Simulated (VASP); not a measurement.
# BN (F-43m): a series in uniaxial stress along [111]

Strain engineering needs slopes: what does uniaxial stress along [111] do to the lattice and the band edges of BN?

Program: VASP 6.6.1. Level of theory: LDA; plane waves and PAW (B, N), in the first sound run; inputs show where later runs differ. Results are calculated unless marked as measured.

Most raw output is cut from this account.

## 1. Starting point

It takes space group F-43m (No. 216, cubic). The conventional cell has a = 3.616 Å, b = 3.616 Å, c = 3.616 Å, α = 90.00°, β = 90.00°, γ = 90.00°. Nearest to B lie 4 N at 1.57 Å. Nearest to N lie 4 B at 1.57 Å. Farther neighbours and most contacts between anions are not listed.

As a file:

```cif
data_structure
_symmetry_space_group_name_H-M 'P 1'
_symmetry_Int_Tables_number 1
_cell_length_a 2.5569
_cell_length_b 2.5569
_cell_length_c 2.5569
_cell_angle_alpha 60.000
_cell_angle_beta 60.000
_cell_angle_gamma 60.000
_cell_volume 11.82
loop_
_atom_site_label
_atom_site_type_symbol
_atom_site_fract_x
_atom_site_fract_y
_atom_site_fract_z
_atom_site_occupancy
B1 B 0.00000 0.00000 0.00000 1
N2 N 0.25000 0.25000 0.25000 1
```

## 2. Relax the crystal, LDA

The series starts from the cell that this level prefers, so that zero strain is near zero stress.

This step took 2 runs in a row; the last is shown.

Level: LDA; plane waves and PAW (B, N).

File INCAR:

```
SYSTEM = BN
PREC = Accurate
ENCUT = 600
EDIFF = 1E-07
NELM = 120
ISMEAR = 0
SIGMA = 0.02
LREAL = .FALSE.
ALGO = Normal
GGA = CA
NBANDS = 10
LASPH = .TRUE.
LORBIT = 11
LWAVE = .FALSE.
LCHARG = .FALSE.
KPAR = 12
IBRION = 2
NSW = 40
ISIF = 3
EDIFFG = -0.005
POTIM = 0.4
```

File POSCAR:

```
BN
1.0
    0.0000000000      1.7913124886      1.7913124886
    1.7913124886      0.0000000000      1.7913124886
    1.7913124886      1.7913124886      0.0000000000
B N
1 1
Direct
    0.0000000000      0.0000000000      0.0000000000
    0.2500000000      0.2500000000      0.2500000000
```

File KPOINTS:

```
Automatic mesh
0
Gamma
14 14 14
0 0 0
```

Potentials, in the order of the species: B and N (LDA family, release 64).

The run is started by

```console
mpirun -np 12 vasp_std
```

Elapsed: 3.2 s, on 12 MPI ranks of Intel Xeon Platinum 8375C at 2.90GHz (Ice Lake), shared host; peak memory 1.4 GiB.

This run gave:

```
energy(sigma→0) of the program : -19.4164 eV
stress, compression positive   : 0.03 along [111], 0.03 across it (mean), GPa
volume                         : 11.496 Å³
ionic steps                    : 1
```

## 3. Strain across the axis, LDA

One member in full: the axis is strained by -0.5 %, and the two directions across it are strained alike until their mean stress is under 0.012 GPa or five steps are spent.

This step took 3 runs, each at a new trial strain with the atoms of the one before; the last is shown.

Level: LDA; plane waves and PAW (B, N); cell typed or built by script.

INCAR, as its differences from that of step 2:

```diff
@@ -15,7 +15,7 @@
 LCHARG = .FALSE.
-KPAR = 12
-IBRION = 2
-NSW = 40
-ISIF = 3
-EDIFFG = -0.005
-POTIM = 0.4
+KPAR = 3
+IBRION = 1
+NSW = 25
+ISIF = 2
+EDIFFG = -0.004
+POTIM = 0.3
```

File POSCAR:

```
BN
1.0
   -0.0064699320      1.7855908920      1.7855908920
    1.7855908920     -0.0064699320      1.7855908920
    1.7855908920      1.7855908920     -0.0064699320
B N
1 1
Direct
    0.9999309657      0.9999309657      0.9999309657
    0.2500690343      0.2500690343      0.2500690343
```

KPOINTS is that of step 2.

The run is started by

```console
mpirun -np 3 vasp_std
```

The job ended after 14 s (3 MPI ranks; peak memory 0.42 GiB; 39 s of CPU time).

Numbers from this step:

| Item | Value |
| --- | --- |
| energy(sigma→0) of the program | -19.4153 eV |
| stress, compression positive | 5.21 along [111], 0.00 across it (mean), GPa |
| ionic steps | 1 |

## 4. Band edges, TB-mBJ with spin-orbit coupling

Short lines in KPOINTS_OPT sample the zone centre along and across the axis, for masses, and the other valleys.

Level: TB-mBJ, spin-orbit coupling; plane waves and PAW (B, N); cell typed or built by script.

TB-mBJ has no energy functional, so the total energy, stress and pressure in this output mean nothing.

File INCAR:

```
SYSTEM = BN
PREC = Accurate
ENCUT = 600
EDIFF = 1E-06
NELM = 150
ISMEAR = 0
SIGMA = 0.02
LREAL = .FALSE.
ALGO = Normal
METAGGA = MBJ
LASPH = .TRUE.
LNONCOLLINEAR = .TRUE.
MAGMOM = 0 0 0 0 0 0
NBANDS = 18
GGA_COMPAT = .FALSE.
LSORBIT = .TRUE.
LWAVE = .FALSE.
LCHARG = .FALSE.
KPAR = 3
```

POSCAR is that of step 3.

File KPOINTS:

```
Automatic mesh
0
Gamma
11 11 11
0 0 0
```

File KPOINTS_OPT:

```
Line mode
6
Line-mode
Reciprocal
  0.00000000   0.00000000   0.00000000
  0.01637774   0.01637774   0.01637774

  0.00000000   0.00000000   0.00000000
 -0.01008388   0.01008388  -0.00000000

  0.31000000   0.31000000   0.00000000
  0.50000000   0.50000000   0.00000000

  0.00000000   0.31000000   0.31000000
  0.00000000   0.50000000   0.50000000

  0.45000000   0.45000000   0.45000000
  0.50000000   0.50000000   0.50000000

  0.45000000   0.00000000   0.00000000
  0.50000000   0.00000000   0.00000000

  0.42500000   0.42500000   0.00000000
  0.42494851   0.43920928   0.01420928

  0.50000000   0.50000000   0.50000000
  0.48991612   0.51008388   0.50000000
```

The run is started by

```console
mpirun -np 3 vasp_ncl
```

It took 3.2 min on 3 MPI ranks; peak memory 0.9 GiB.

## 5. Band edges, r2SCAN with spin-orbit coupling

Level: r2SCAN, spin-orbit coupling; plane waves and PAW (B, N); cell typed or built by script.

INCAR, as its differences from that of step 4:

```diff
@@ -4,3 +4,3 @@
 EDIFF = 1E-06
-NELM = 150
+NELM = 100
 ISMEAR = 0
@@ -9,3 +9,3 @@
 ALGO = Normal
-METAGGA = MBJ
+METAGGA = R2SCAN
 LASPH = .TRUE.
```

POSCAR is that of step 4.

KPOINTS is that of step 4.

KPOINTS_OPT is that of step 4.

The run is started by

```console
mpirun -np 3 vasp_ncl
```

The job ended after 5 min (3 MPI ranks; peak memory 0.9 GiB; 15 min of CPU time).

Numbers from this step:

| Item | Value |
| --- | --- |
| energy(sigma→0) of the program | -37.2496 eV |
| stress, compression positive | 14.99 along [111], 9.58 across it (mean), GPa |

The run ends at a pressure of 11.39 GPa, with forces up to 0.0070 eV/Å.

## 6. The table

Runs beyond LDA use the data sets made with LDA; this shifts their levels slightly, and their total energies have another zero (at TB-mBJ, which has no energy functional, they mean nothing).

The other members went through these steps as far as the tables show, with the same cutoff and, step by step, the same mesh; 43 runs are not shown. The session took 4.2 core hours (wall time by ranks) on a shared machine.

| strain along the axis (%) | strain across the axis (%) | stress along the axis, tension positive (GPa) | energy above the unstrained row (meV/atom) | gap on the mesh, LDA (eV) |
| --- | --- | --- | --- | --- |
| -2.000 | 0.168 | -21.645 | 7.933 | 4.283 |
| -1.500 | 0.124 | -16.030 | 4.477 | 4.311 |
| -1.000 | 0.082 | -10.542 | 2.020 | 4.333 |
| -0.500 | 0.042 | -5.211 | 0.539 | 4.355 |
| 0 | 0.004 | -0.022 | 0.000 | 4.375 |
| 0.500 | -0.035 | 5.017 | 0.388 | 4.358 |
| 1.000 | -0.072 | 9.917 | 1.660 | 4.342 |
| 1.500 | -0.107 | 14.673 | 3.796 | 4.324 |
| 2.000 | -0.139 | 19.261 | 6.767 | 4.306 |

Slopes at zero strain, from cubics through all rows: strain ratio -0.077, stress over strain 1023 GPa.

Band edges at TB-mBJ with spin-orbit coupling, counted from the valence-band top at Γ, spin-orbit pairs averaged, with one row partly withheld:

| strain along the axis (%) | gap (eV) | conduction band at Γ (eV) | Δ or X valley along z (eV) | Δ or X valley along x (eV) | lowest conduction level at L, [111] (eV) | lowest conduction level at L, [-111] (eV) | second valence level below the top (eV) | third valence level below the top (eV) |
| --- | --- | --- | --- | --- | --- | --- | --- | --- |
| -2.000 | 5.713 | 10.203 | 5.713 | 5.713 | 11.070 | 11.556 | 0.137 | 0.150 |
| -1.500 | 5.742 | 10.254 | 5.742 | 5.742 | 11.145 | 11.518 | 0.099 | 0.112 |
| -1.000 | 5.765 | 10.302 | 5.765 | 5.765 | ? | 11.471 | 0.065 | 0.079 |
| -0.500 | 5.787 | 10.350 | 5.787 | 5.787 | 11.286 | 11.417 | 0.030 | 0.045 |
| 0 | 5.803 | 10.392 | 5.803 | 5.803 | 11.351 | 11.352 | 0.000 | 0.020 |
| 0.500 | 5.788 | 10.264 | 5.788 | 5.788 | 11.388 | 11.252 | 0.010 | 0.041 |
| 1.000 | 5.774 | 10.114 | 5.774 | 5.774 | 11.425 | 11.146 | 0.011 | 0.065 |
| 1.500 | 5.757 | 9.951 | 5.757 | 5.757 | 11.460 | 11.033 | 0.012 | 0.093 |
| 2.000 | 5.740 | 9.779 | 5.740 | 5.740 | 11.496 | 10.916 | 0.012 | 0.116 |

Band edges at r2SCAN with spin-orbit coupling, counted from the valence-band top at Γ, spin-orbit pairs averaged:

| strain along the axis (%) | gap (eV) | conduction band at Γ (eV) | Δ or X valley along z (eV) | Δ or X valley along x (eV) | lowest conduction level at L, [111] (eV) | lowest conduction level at L, [-111] (eV) | second valence level below the top (eV) | third valence level below the top (eV) |
| --- | --- | --- | --- | --- | --- | --- | --- | --- |
| -2.000 | 4.909 | 9.438 | 4.909 | 4.909 | 10.843 | 11.296 | 0.144 | 0.159 |
| -1.500 | 4.938 | 9.490 | 4.938 | 4.938 | 10.920 | 11.275 | 0.104 | 0.119 |
| -1.000 | 4.961 | 9.540 | 4.961 | 4.961 | 10.992 | 11.243 | 0.068 | 0.084 |
| -0.500 | 4.983 | 9.589 | 4.983 | 4.983 | 11.064 | 11.197 | 0.032 | 0.048 |
| 0 | 4.998 | 9.633 | 4.998 | 4.998 | 11.131 | 11.132 | 0.000 | 0.022 |
| 0.500 | 4.981 | 9.504 | 4.981 | 4.981 | 11.166 | 11.019 | 0.011 | 0.045 |
| 1.000 | 4.965 | 9.353 | 4.965 | 4.965 | 11.203 | 10.893 | 0.013 | 0.071 |
| 1.500 | 4.945 | 9.191 | 4.945 | 4.945 | 11.237 | 10.757 | 0.013 | 0.102 |
| 2.000 | 4.926 | 9.020 | 4.926 | 4.926 | 11.273 | 10.613 | 0.013 | 0.128 |

## 7. Working out the slope

The quantity to fit is the splitting of the lowest conduction levels at the L points ([111] less [-111]) at TB-mBJ with spin-orbit coupling: -0.486, -0.373, -0.131, -0.001, 0.136, 0.279, 0.427, 0.580 eV in the rows shown.

A least-squares parabola through the 8 rows shown, with d the strain along the axis less the strain across it, in %: E = 0.01092 d² + 0.2480 d + 3.14e-4 (eV), r.m.s. residual 3.5e-4 eV.

For the withheld row, d = -1.082, the fit gives -0.2551 eV.

## 8. Prediction against calculation

The calculation gives -0.2549 eV, so the prediction is 0.0002 eV too low.

The splitting is Ξu times 8/9 of d, with d as a fraction, so the linear term gives Ξu = 27.9 eV.

## 9. Summary of results

| Item | Value |
| --- | --- |
| Poisson ratio | 0.077 |
| Young's modulus along the axis | 1023 GPa |
| gap of the unstrained cell, TB-mBJ with spin-orbit coupling | 5.80 eV |
| gap of the unstrained cell, r2SCAN with spin-orbit coupling | 5.00 eV |
| shear deformation potential Ξu of the lowest conduction levels at L | 27.9 eV |
| error of the predicted row | -0.2 meV |

What this shows: As a check, the curvature of the energy gives 1025 GPa for the same modulus (energy per volume = E/2 × strain²), 0 % from the slope of the stress. The energy also has a linear term worth 0.40 GPa that the stress column lacks, a mark of the finite basis. At TB-mBJ with spin-orbit coupling the lowest conduction valley is Δ or X throughout, and the gap runs between 5.71 and 5.80 eV. At r2SCAN with spin-orbit coupling the lowest conduction valley is Δ or X throughout, and the gap runs between 4.91 and 5.00 eV. Hole masses are left out throughout, since the top bands are degenerate or cross in many series; of conduction masses, those of the Γ, L and (for Si and Ge under (001) strain) Δ valleys are kept where they change by under an eighth between rows. TB-mBJ is a potential fitted for gaps; it has no energy functional, so its total energies and forces mean nothing, and its bands tend to come out too narrow. r2SCAN opens gaps somewhat over GGA but leaves them below measured values as a rule. Δ or X levels are the lowest on their line, refined by a parabola unless they lie at X; the gap is read from all points sampled and can differ from the lowest valley by some meV, or by tens of meV where strain moves the valence top off Γ. Temperature, zero-point motion and excitons are left out.

[Lines on the potential files, build, host, timing and source positions are cut from VASP's logs without a mark.]

[Logs are printed without paths, hosts, clocks, repeated set-up lines and the standing remarks that a program may print on its own settings, such as how far it seeks lower states.]

[Hosts, paths, dates, database ids (printed as entryN), source tags and the programs' standing remarks are cut or masked in the printed files.]

[In band tables of VASP the shares of atoms and orbitals are scaled to a sum of 1 inside the atoms' spheres.]
